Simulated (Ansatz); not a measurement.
Ansatz input file:

```yaml
crystal:
  lattice:
    - [3.1952136451, 0.0, 0.0]
    - [0.0, 3.1952136451, 0.0]
    - [0.0, 0.0, 3.1952136451]
  atoms:
    - { symbol: Ti, position: [0.0, 0.0, 0.0] }
    - { symbol: Al, position: [0.5, 0.5, 0.5] }
basis:
  ecutwfc: 420
kpoints:
  mp_grid: { grid: [14, 14, 14] }
hamiltonian:
  xc: pbe
scf:
  occupations: { method: gaussian, width: 0.1 }
output:
  forces: true
  stress: true
  eigenvalues: true
```

Run as
```bash
ansatz run input.yaml --threads 1 --pin off --max-ram 1331MiB --backend cpu --events-out ev --progress --plain --runs-dir out
```

The calculation used DFT PBE, scalar-relativistic, plane waves, PAW (Ansatz).

Part of what the program printed, abridged:

```
Pseudopotentials: kind: paw
Pseudopotential: Ti, paw, valence charge 12, recommended cutoff 420 eV (normal)
Pseudopotential: Al, paw, valence charge 3, recommended cutoff 420 eV (normal)
Functional definition: PBE
Crystal: 2 atoms, lattice volume = 32.621 Å³
Basis set: ecut = 420 eV, 619 PW (Γ), exchange–correlation on 48×48×48 points (8 copies of the dense FFT grid, shifted against one another)
Bands: 12, of which v1, the nominal top of the filled ones, is band 8 counted from 1 (7 counted from 0)
Symmetry: 48 space group operations
Space group: Pm-3m (ITA 221), of the structure as read, at distance tolerance 3.2e-5 Å
k-points: 120 of 2744
Initial density: superposition of atomic densities (neutral atoms: chi_scale 0, normalization atom), corrected by the library's trained network
Initial wavefunctions: pseudopotential atomic-orbital guess
Functional: x = pbe(κ = 0.804, μ = 0.21951497), c = pbe(β = 0.06672455)
SCF iter   1: F=—  HF=-3037.709363 eV  |F-HF|=—  |Δ(HF+E_count)|=         —  Δρ=7.02e-3  dr2=2.15e-2  ethr=1.77e-3  ⟨swp⟩=5.0  Hψ=7330  notcnv=0
SCF iter   2: F=—  HF=-3037.706843 eV  |F-HF|=—  |Δ(HF+E_count)|=   2.52e-3  Δρ=4.47e-3  dr2=1.02e-2  ethr=1.43e-4  ⟨swp⟩=1.0  Hψ=2400  notcnv=0
SCF iter   3: F=—  HF=-3037.704519 eV  |F-HF|=—  |Δ(HF+E_count)|=   2.32e-3  Δρ=4.40e-4  dr2=2.29e-5  ethr=6.78e-5  ⟨swp⟩=2.0  Hψ=1680  notcnv=0  defer=1
SCF iter   4: F=—  HF=-3037.704514 eV  |F-HF|=—  |Δ(HF+E_count)|=   4.70e-6  Δρ=1.33e-4  dr2=4.68e-6  ethr=1.53e-7  ⟨swp⟩=2.4  Hψ=2205  notcnv=0  defer=1
SCF iter   5: F=-3037.704513 eV  HF=-3037.704513 eV  |F-HF|=2.96e-9  |Δ(HF+E_count)|=   1.14e-6  Δρ=7.75e-6  dr2=8.27e-9  ethr=3.12e-8  ⟨swp⟩=3.0  Hψ=2355  notcnv=0  defer=1
SCF iter   6: F=-3037.704513 eV  HF=-3037.704513 eV  |F-HF|=9.78e-11  |Δ(HF+E_count)|=   6.15e-9  Δρ=8.79e-7  dr2=6.44e-11  ethr=5.51e-11  ⟨swp⟩=2.6  Hψ=4600  notcnv=0
SCF 1 converged in 6 iterations: F = -3037.704513 eV  dr2 = 6.44e-11
SCF converged after 6 iterations
Free energy (F): -3037.704513 eV
Harris-Foulkes:  -3037.704513 eV  (|F-HF|=9.78e-11)
Internal energy: -3037.692138 eV  (E = F + TS)
E sigma→0 (E₀):  -3037.698326 eV
Entropy (-TS):   -0.012375 eV (-6.188 meV/atom)
Fermi energy:    11.262412 eV
--- Per-component energies (eV) ---
  E_band       = -165.465848
  E_kinetic    = 295.970812
  E_local      = -1029.027724  (includes V_loc(G=0)·N_el)
  E_nonlocal   = 19.245816
  E_hartree    = 437.479627
  E_xc         = -137.551835
  E_vxc        = -151.356651  (∫ρ·V_xc dr)
  E_paw        = -1515.525212  (= ΣΔE_a)
  E_vpaw       = -175.257474  (= ΣTr[D̂ρ^β])
  E_aug_tail   = 0.000117  (compensation charges beyond the density's cutoff)
  E_ewald      = -1108.283739
  E_smearing   = -0.012375  (= −TS)
--- Forces (eV/Å), atoms counted from 1 ---
  atom   1  Ti     0.00000000     0.00000000     0.00000000
  atom   2  Al     0.00000000     0.00000000     0.00000000
--- Stress (GPa, compression-positive) ---
       -0.918389       0.000000       0.000000
        0.000000      -0.918389       0.000000
        0.000000       0.000000      -0.918389
  P = ⅓ Tr σ = -0.9184 GPa (-9.184 kbar)
--- Band table (eV; the first three rows and the last of 120) ---
  k-point 0: bands = ["-45.6477", "-21.8581", "-21.8581", "-21.8581", "2.0461", "9.8448", "9.8448", "13.0270", "13.0270", "13.0270", "15.5923", "15.5923"]
  k-point 1: bands = ["-45.6471", "-21.8662", "-21.8574", "-21.8574", "2.1265", "9.8028", "9.8808", "12.8862", "12.8862", "13.0366", "15.2437", "15.7923"]
  k-point 2: bands = ["-45.6451", "-21.8889", "-21.8554", "-21.8554", "2.3656", "9.6290", "9.9848", "12.5628", "12.5628", "13.0635", "14.5741", "16.2954"]
  k-point 119: bands = ["-45.6074", "-21.9775", "-21.9775", "-21.9775", "8.2078", "8.2078", "8.2078", "11.7934", "13.9918", "13.9918", "14.1158", "14.1158"]
```

The calculation finished and met its thresholds.